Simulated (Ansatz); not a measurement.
# Moving the knobs of a GW run on CdSe (F-43m)

A base run on CdSe (F-43m), then changed inputs.

Program: Ansatz 0.2.0. Level of theory: G0W0 on PBE, plane waves, PAW; PAW set soft_1. Results are calculated unless marked as measured.

## (1) The structure

It takes space group F-43m (No. 216, cubic). Conventional cell: a = 6.050 Å, b = 6.050 Å, c = 6.050 Å, α = 90.00°, β = 90.00°, γ = 90.00°. Cd has 4 Se at 2.62 Å nearest. Nearest to Se lie 4 Cd at 2.62 Å. Farther neighbours and most contacts between anions are not listed.

Geometry: measured lattice cell, ions relaxed with PBE; the structure entry is the Materials Project's. The runs that relaxed it are not among those shown.

## (2) The base run: 4×4×4 mesh, 165 empty bands, screening to 120 eV, PAW set soft_1 files

Now the one-shot GW correction: screening in the RPA, then the self-energy of the levels asked for. This step takes PAW set soft_1 files.

The input, input.yaml:

```yaml
crystal:
  lattice:
    - [0.0, 3.025, 3.025]
    - [3.025, 0.0, 3.025]
    - [3.025, 3.025, 0.0]
  atoms:
    - { symbol: Cd, position: [0.0, 0.0, 0.0] }
    - { symbol: Se, position: [0.75, 0.75, 0.75] }
kpoints:
  mp_grid: { grid: [4, 4, 4] }
hamiltonian:
  xc: pbe
  pseudopotentials: { kind: paw, azcp: { folder: soft_1 } }
scf:
  occupations: { method: fixed }
gw:
  n_empty_bands: 165
  ecut_chi: 120
  qp_bands: [v2, c2]
  qp_kpoints: band_edges
  screening: { model: contour_deformation }
```

The run is started by

```console
$ ansatz run input.yaml --threads 3 --pin off --max-ram 92160MiB --backend cuda --events-out ev --progress --plain --runs-dir out --devices 1 --max-vram 13GiB
```

Numbers of over 12 decimals in the logs are rounded to 6 here.

The program printed:

```text
GPUs: using 1 of 1 available (devices: 1).
Engine: ansatz 0.2.0, x86_64-unknown-linux-gnu
Pseudopotentials: kind: paw
Pseudopotential: Cd, paw, valence charge 20, recommended cutoff 420 eV (normal), soft_1/Cd.paw.azcp
Pseudopotential: Se, paw, valence charge 16, recommended cutoff 420 eV (normal), soft_1/Se.paw.azcp
Functional definition: PBE
  parameter kappa = 0.804
  parameter beta = 0.066725
  exchange = pbe_x(kappa = kappa, mu = beta*pi^2/3)
  correlation = pbe_c(beta = beta)
device memory: the entry about to start is reckoned to put 1.0 GiB on a device that reports 49.3 GiB free (of which the cap on the GPU budget leaves the run 13.0 GiB)
GPU FFT provider: cuFFT
GPU libraries: cuBLAS 13.8.2, cuFFT 12.4.0, cuSOLVER 12.3.4
Crystal: 2 atoms, lattice volume = 55.361 Å³
Basis set: ecut = 420 eV, 1067 PW (Γ)
Bands: 22, of which v1, the nominal top of the filled ones, is band 18 counted from 1 (17 counted from 0)
Symmetry: 24 space group operations
Space group: F-43m (ITA 216), of the structure as read, at distance tolerance 3.8e-5 Å
k-points: 8 of 64 (time reversal used)
Non-local potential: Cd, projectors of the file, l = 0: 3, l = 1: 2, l = 2: 2, l = 3: 1
Non-local potential: Se, projectors of the file, l = 0: 2, l = 1: 2, l = 2: 3, l = 3: 1
PAW form: soft (Blöchl's): semilocal exchange-correlation on the pseudo side does not see the compensation charge
PAW one-centre angular grid: Cd, 590 points (default); XC on 64 Gauss nodes
PAW one-centre angular grid: Se, 590 points (default); XC on 64 Gauss nodes
Initial density: superposition of atomic densities (chi_scale 0.1, normalization cell, long waves kept (reshape's long-wave potential 0.00 eV rms))
Initial wavefunctions: pseudopotential atomic-orbital guess
GPU buffer pool allocated for 27000 grid points (all kernels)
GPU transforms: local potential and band sums: pruned to the plane-wave sphere, on 30×30×30
Functional: x = pbe(κ = 0.804, μ = 0.219515), c = pbe(β = 0.066725)
SCF iter   1: F=—  HF=-13725.299343 eV  |F-HF|=—  |Δ(HF+E_count)|=         —  Δρ=5.10e-2  dr2=1.37e0  ethr=3.10e-3  ⟨swp⟩=4.6  Hψ=648  notcnv=0  defer=13
preconditioner: auto → none  [insulator: Δε(μ)=0.324 eV  Ē_g=12.932 eV  n_scr=14 (ndim 8)  ℏωp=21.2 eV  f_vac=0.159  ε∞_Penn≈3.7]
SCF iter   2: F=—  HF=-13724.845638 eV  |F-HF|=—  |Δ(HF+E_count)|=   4.54e-1  Δρ=2.05e-2  dr2=1.82e-1  ethr=3.10e-3  ⟨swp⟩=4.0  Hψ=430  notcnv=0  defer=13
SCF iter   3: F=—  HF=-13724.787621 eV  |F-HF|=—  |Δ(HF+E_count)|=   5.80e-2  Δρ=9.25e-3  dr2=2.61e-2  ethr=5.05e-4  ⟨swp⟩=2.5  Hψ=287  notcnv=0  defer=13
SCF iter   4: F=—  HF=-13724.782760 eV  |F-HF|=—  |Δ(HF+E_count)|=   4.86e-3  Δρ=1.00e-3  dr2=2.72e-4  ethr=7.26e-5  ⟨swp⟩=2.2  Hψ=328  notcnv=0  defer=11
[...]
E_ewald      = -4190.068988
  E_smearing   = -0.000000  (= −TS)
  E_closure    = -0.000000  (closes the sum)
  Σ components = -13724.782900   (vs F -13724.782900, Δ=0.00e0)
--- Band table (eV; the first three rows and the last of 8) ---
  k-point 0: bands = [... 14 lower, -0.0661, 7.5546, 7.5546, 7.5546, 8.1811, 13.4797, 13.4797, 13.4797]
  k-point 1: bands = [... 14 lower, -0.0640, 4.8430, 7.1390, 7.1390, 9.8711, 13.5269, 14.0080, 14.0080]
  k-point 2: bands = [... 14 lower, 0.2434, 3.0669, 6.7812, 6.7812, 9.9559, 13.9950, 13.9950, 14.9943]
  k-point 7: bands = [... 14 lower, 0.4445, 3.4866, 5.2617, 5.2728, 12.6473, 12.7582, 14.0432, 15.1508]
--- G₀W₀: contour deformation, 8 samples at zero and on the imaginary axis and 3 off it, 64 q-points, 165 empty bands' worth ---
  eigenvalues of the whole cell's RPA ε∞ on this k-mesh (on a slab, of 1 + 4πα/V) = 37.5575, 37.5575, 37.5575; static W/v taken at q = 0 is 0.026626
  bands read: the sum over 183 bands ends inside a degenerate multiplet in 4 slots, whose members it reads at an even weight; the widest, k=0: bands 183 to 185 (counted from 1) at 1/3 each
  gw.qp_kpoints: band_edges: 5 of 8 stored k-points solved, in 1 pass; an edge of the gap read off the rows below is read off those points alone
    valence top: of the k-points left out ik 5 came nearest to being solved in a further pass, in band 18 (counted from 1, as in the quasiparticle table): it holds the edge there only if its correction is more favourable than any solved in that band by at least 0.798 eV; those differ by 0.125 eV
    conduction bottom: of the k-points left out ik 4 came nearest to being solved in a further pass, in band 19 (counted from 1, as in the quasiparticle table): it holds the edge there only if its correction is more favourable than any solved in that band by at least 2.906 eV; those differ by 0.234 eV
  `?` marks the rows in doubt; gw_qp.tsv's column doubts and the gw_qp event give each row's grounds
    ik  band        ε_KS         Σx   Σc(E_QP)       V_xc       Z   E_QP_lin       E_QP  E_QP is
     0    17      7.5546   -20.1402     2.1027   -17.5216  0.7175     7.0139     7.0387  root
     0    18      7.5546   -20.1402     2.1027   -17.5216  0.7175     7.0139     7.0387  root
     0    19      8.1811    -8.9327    -3.7765   -12.7715  0.7460     8.2437     8.2434  root
     0    20     13.4797    -6.6315    -4.4582   -11.2093  0.7285    13.6002    13.5993  root
     1    17      7.1390   -19.4908     2.1847   -16.7577  0.7149     6.5606     6.5907  root
     1    18      7.1390   -19.4908     2.1847   -16.7577  0.7149     6.5606     6.5907  root
     1    19      9.8711    -8.8856    -3.9430   -12.9321  0.7391     9.9752     9.9746  root
     1    20     13.5269    -7.3359    -4.4780   -11.8829  0.7205    13.5961    13.5958  root
[...]
3    19     10.8801    -9.1805    -3.9945   -13.2694  0.7322    10.9750    10.9745  root
     3    20     11.7530    -6.9117    -4.1647   -11.1424  0.7397    11.8191    11.8189  root
     6    17      5.6451   -17.4452     2.5670   -14.2375  0.6985     4.9589     5.0043  root ?
     6    18      5.6451   -17.4452     2.5670   -14.2375  0.6985     4.9589     5.0043  root ?
     6    19     10.6548    -6.2623    -3.7288    -9.8753  0.7496    10.5398    10.5390  root
     6    20     11.3235    -8.6331    -4.1151   -12.8866  0.7367    11.4631    11.4618  root
[key lines of the parts left out:]
SCF converged after 7 iterations
Free energy (F): -13724.782900 eV
Fermi energy:    7.554551 eV
```

Wall time 10 s (1 × NVIDIA H100 80GB HBM3 (shared by 6 runs) with 3 threads of AMD EPYC 7R13 (Zen 3), shared host); peak memory 1.1 GiB; 8.6 s of CPU time.

In the SCF lines HF is the Harris–Foulkes energy and dr2 the Hartree energy of the density residual, in eV; the loop may stop once dr2 is under the threshold and the program's other checks hold. Hψ counts applications of the Hamiltonian.

This step gave:

```yaml
bands_summed: 183
rpa_eps_infinity_on_this_mesh_eigenvalues: 37.56, 37.56, 37.56
plane_waves_in_the_screening_matrix: 169
q_points_in_the_mesh: 64
g0w0_gap_on_the_mesh: 1.205 eV
k_of_the_valence_top: 0, 0, 0
k_of_the_conduction_bottom: 0, 0, 0
starting_gap_on_the_mesh: 0.6266 eV
z_at_the_valence_top: 0.7175
z_at_the_conduction_bottom: 0.7460
least_direct_g0w0_gap_on_the_computed_points: 1.205 eV
```

The gap on the mesh goes from 0.63 eV to 1.20 eV, a correction of +0.58 eV. Between the two edge states, bare exchange in place of the xc potential would open the gap by 6.46 eV, and correlation takes back 5.88 eV.

## (3) Variant: wavefunction cutoff

Changes to input.yaml since step 2:

```diff
@@ -16,4 +16,4 @@
 gw:
-  n_empty_bands: 165
-  ecut_chi: 120
+  n_empty_bands: 125
+  ecut_chi: 100
   qp_bands: [v2, c2]
@@ -21 +21,3 @@
   screening: { model: contour_deformation }
+basis:
+  ecutwfc: 600
```

The program printed:

```text
GPUs: using 1 of 1 available (devices: 1).
[...]
GPU FFT provider: cuFFT
GPU libraries: cuBLAS 13.8.2, cuFFT 12.4.0, cuSOLVER 12.3.4
Crystal: 2 atoms, lattice volume = 55.361 Å³
Basis set: ecut = 600 eV, 1837 PW (Γ)
Bands: 22, of which v1, the nominal top of the filled ones, is band 18 counted from 1 (17 counted from 0)
Symmetry: 24 space group operations
[...]
k-points: 8 of 64 (time reversal used)
[...]
GPU buffer pool allocated for 46656 grid points (all kernels)
[...]
SCF iter   1: F=—  HF=-13725.300462 eV  |F-HF|=—  |Δ(HF+E_count)|=         —  Δρ=5.09e-2  dr2=1.37e0  ethr=3.10e-3  ⟨swp⟩=4.8  Hψ=650  notcnv=0  defer=14
[...]
SCF iter   7: F=-13724.784767 eV  HF=-13724.784767 eV  |F-HF|=7.05e-9  |Δ(HF+E_count)|=   1.66e-8  Δρ=4.72e-6  dr2=1.43e-8  ethr=2.78e-10  ⟨swp⟩=5.1  Hψ=615  notcnv=0
SCF 1 converged in 7 iterations: F = -13724.784767 eV  dr2 = 1.43e-8
[...]
NSCF: frozen V_eff on 8 k-points
[...]
G₀W₀ screening: q 1/8
[... further progress lines ...]
[...]
SCF converged after 7 iterations
Free energy (F): -13724.784767 eV
[...]
Internal energy: -13724.784767 eV  (E = F + TS)
E sigma→0 (E₀):  -13724.784767 eV
Fermi energy:    7.553905 eV
[...]
--- Band table (eV; the first three rows and the last of 8) ---
  k-point 0: bands = [... 14 lower, -0.0679, 7.5539, 7.5539, 7.5539, 8.1810, 13.4793, 13.4793, 13.4793]
  k-point 1: bands = [... 14 lower, -0.0657, 4.8425, 7.1385, 7.1385, 9.8709, 13.5265, 14.0077, 14.0077]
  k-point 2: bands = [... 14 lower, 0.2417, 3.0667, 6.7807, 6.7807, 9.9557, 13.9945, 13.9945, 14.9939]
  k-point 7: bands = [... 14 lower, 0.4427, 3.4865, 5.2612, 5.2725, 12.6472, 12.7576, 14.0428, 15.1501]
[...]
0    17      7.5539   -20.1379     2.1753   -17.5190  0.7180     7.0938     7.1103  root
     0    18      7.5539   -20.1379     2.1753   -17.5190  0.7180     7.0938     7.1103  root
     0    19      8.1810    -8.9312    -3.7170   -12.7697  0.7462     8.3033     8.3025  root
     0    20     13.4793    -6.6313    -4.4196   -11.2093  0.7287    13.6393    13.6377  root
     1    17      7.1385   -19.4890     2.2521   -16.7556  0.7153     6.6365     6.6572  root
     1    18      7.1385   -19.4890     2.2521   -16.7556  0.7153     6.6365     6.6572  root
     1    19      9.8709    -8.8843    -3.8838   -12.9305  0.7394    10.0351    10.0334  root
     1    20     13.5265    -7.3352    -4.4261   -11.8821  0.7208    13.6483    13.6473  root
[...]
6    17      5.6448   -17.4446     2.6238   -14.2368  0.6989     5.0220     5.0607  root
     6    18      5.6448   -17.4446     2.6238   -14.2368  0.6989     5.0220     5.0607  root
     6    19     10.6544    -6.2609    -3.6995    -9.8737  0.7497    10.5682    10.5677  root
     6    20     11.3232    -8.6306    -4.0683   -12.8837  0.7370    11.5103    11.5080  root
```

Wall time 12 s (1 × NVIDIA H100 80GB HBM3 (shared by 6 runs) with 3 threads); peak memory 1.1 GiB.

The G0W0 gap on the mesh is 1.192 eV.

Against the base:

| setting | base | variant |
| --- | --- | --- |
| empty bands | 165 | 125 |
| screening cutoff (eV) | 120 | 100 |
| typed cutoff | - | 600 |

| quantity | variant | base |
| --- | --- | --- |
| starting gap on the mesh | 0.627 | 0.627 |
| G0W0 gap on the mesh | 1.192 | 1.205 |
| least direct G0W0 gap on the computed points | 1.192 | 1.205 |
| Z at the valence top | 0.718 | 0.718 |
| Z at the conduction bottom | 0.746 | 0.746 |

## (4) Variant: low screening cutoff

Changes to input.yaml since step 3:

```diff
@@ -16,4 +16,4 @@
 gw:
-  n_empty_bands: 125
-  ecut_chi: 100
+  n_empty_bands: 165
+  ecut_chi: 55
   qp_bands: [v2, c2]
@@ -21,3 +21 @@
   screening: { model: contour_deformation }
-basis:
-  ecutwfc: 600
```

The program printed:

```text
GPUs: using 1 of 1 available (devices: 1).
[...]
GPU FFT provider: cuFFT
GPU libraries: cuBLAS 13.8.2, cuFFT 12.4.0, cuSOLVER 12.3.4
Crystal: 2 atoms, lattice volume = 55.361 Å³
Basis set: ecut = 420 eV, 1067 PW (Γ)
Bands: 22, of which v1, the nominal top of the filled ones, is band 18 counted from 1 (17 counted from 0)
Symmetry: 24 space group operations
[...]
k-points: 8 of 64 (time reversal used)
[...]
GPU buffer pool allocated for 27000 grid points (all kernels)
[...]
SCF iter   1: F=—  HF=-13725.299343 eV  |F-HF|=—  |Δ(HF+E_count)|=         —  Δρ=5.10e-2  dr2=1.37e0  ethr=3.10e-3  ⟨swp⟩=4.6  Hψ=648  notcnv=0  defer=13
[...]
SCF iter   7: F=-13724.782900 eV  HF=-13724.782900 eV  |F-HF|=4.78e-9  |Δ(HF+E_count)|=   6.30e-8  Δρ=2.77e-6  dr2=3.12e-9  ethr=2.78e-10  ⟨swp⟩=5.1  Hψ=698  notcnv=0
SCF 1 converged in 7 iterations: F = -13724.782900 eV  dr2 = 3.12e-9
[...]
G₀W₀ screening: q 1/8
[... further progress lines ...]
[...]
SCF converged after 7 iterations
Free energy (F): -13724.782900 eV
[...]
Internal energy: -13724.782900 eV  (E = F + TS)
E sigma→0 (E₀):  -13724.782900 eV
Fermi energy:    7.554551 eV
[...]
--- Band table (eV; the first three rows and the last of 8) ---
  k-point 0: bands = [... 14 lower, -0.0661, 7.5546, 7.5546, 7.5546, 8.1811, 13.4797, 13.4797, 13.4797]
  k-point 1: bands = [... 14 lower, -0.0640, 4.8430, 7.1390, 7.1390, 9.8711, 13.5269, 14.0080, 14.0080]
  k-point 2: bands = [... 14 lower, 0.2434, 3.0669, 6.7812, 6.7812, 9.9559, 13.9950, 13.9950, 14.9943]
  k-point 7: bands = [... 14 lower, 0.4445, 3.4866, 5.2617, 5.2728, 12.6473, 12.7582, 14.0432, 15.1508]
[...]
0    17      7.5546   -20.1402     2.2841   -17.5216  0.7220     7.2117     7.2201  root
     0    18      7.5546   -20.1402     2.2841   -17.5216  0.7220     7.2117     7.2201  root
     0    19      8.1811    -8.9327    -3.6790   -12.7715  0.7478     8.3425     8.3410  root
     0    20     13.4797    -6.6315    -4.4219   -11.2093  0.7296    13.6372    13.6356  root
     1    17      7.1390   -19.4908     2.3544   -16.7577  0.7191     6.7489     6.7603  root
     1    18      7.1390   -19.4908     2.3544   -16.7577  0.7191     6.7489     6.7603  root
     1    19      9.8711    -8.8856    -3.8403   -12.9321  0.7411    10.0801    10.0772  root
     1    20     13.5269    -7.3359    -4.4001   -11.8829  0.7224    13.6751    13.6737  root
[...]
6    17      5.6451   -17.4452     2.7068   -14.2375  0.7020     5.1196     5.1441  root
     6    18      5.6451   -17.4452     2.7068   -14.2375  0.7020     5.1196     5.1441  root
     6    19     10.6548    -6.2623    -3.7308    -9.8753  0.7503    10.5379    10.5370  root
     6    20     11.3235    -8.6331    -4.0475   -12.8866  0.7386    11.5322    11.5294  root
```

Wall time 13 s (1 × NVIDIA H100 80GB HBM3 (shared by 6 runs) with 3 threads); peak memory 1 GiB; 12 s of CPU time.

Against the base:

| setting | base | variant |
| --- | --- | --- |
| screening cutoff (eV) | 120 | 55 |

| quantity | variant | base |
| --- | --- | --- |
| starting gap on the mesh | 0.627 | 0.627 |
| G0W0 gap on the mesh | 1.121 | 1.205 |
| least direct G0W0 gap on the computed points | 1.121 | 1.205 |
| Z at the valence top | 0.722 | 0.718 |
| Z at the conduction bottom | 0.748 | 0.746 |

## (5) Outcome

| Item | Value |
| --- | --- |
| base | 1.20 eV, 10 s |
| wavefunction cutoff | 1.19 eV, 12 s |
| low screening cutoff | 1.12 eV, 13 s |

**Reading.** Wavefunction cutoff: the gap moves by −0.01 eV (the plane-wave cutoff goes from 420 to 600 eV). The variant differs from the base in empty bands, screening cutoff and typed cutoff together, so the change can't be laid to one of them. Low screening cutoff: the gap moves by −0.08 eV; such settings are too crude to quote. All runs here use a coarse mesh and modest cutoffs; they test settings and are not final values. The 4×4×4 mesh is coarse for this cell (its supercell is 17 Å along the shortest edge). The RPA ε∞ on it, from the PBE start, is 37.56; such meshes misread the long-range screening, most where the gap is narrow. The RPA ε∞ on this mesh reaches over 25; with a narrow direct gap a coarse mesh can overstate it, and the correction is then too small. The many-body steps are scalar-relativistic: spin-orbit coupling is not in them.

[Paths, hosts, dates, memory and timing lines, banners, echoed tables and standing remarks are left out of the program output.]

[Logs are printed without paths, hosts, clocks, repeated set-up lines and the standing remarks that a program may print on its own settings, such as how far it seeks lower states.]

[Runs of the session that timed out or met a known fault of the program may be left out.]

[Cells called generated may have been cut or substituted from an entry of the Crystallography Open Database or the Materials Project.]

[Hosts, paths, dates, database ids (printed as entryN), source tags and the programs' standing remarks are cut or masked in the printed files.]
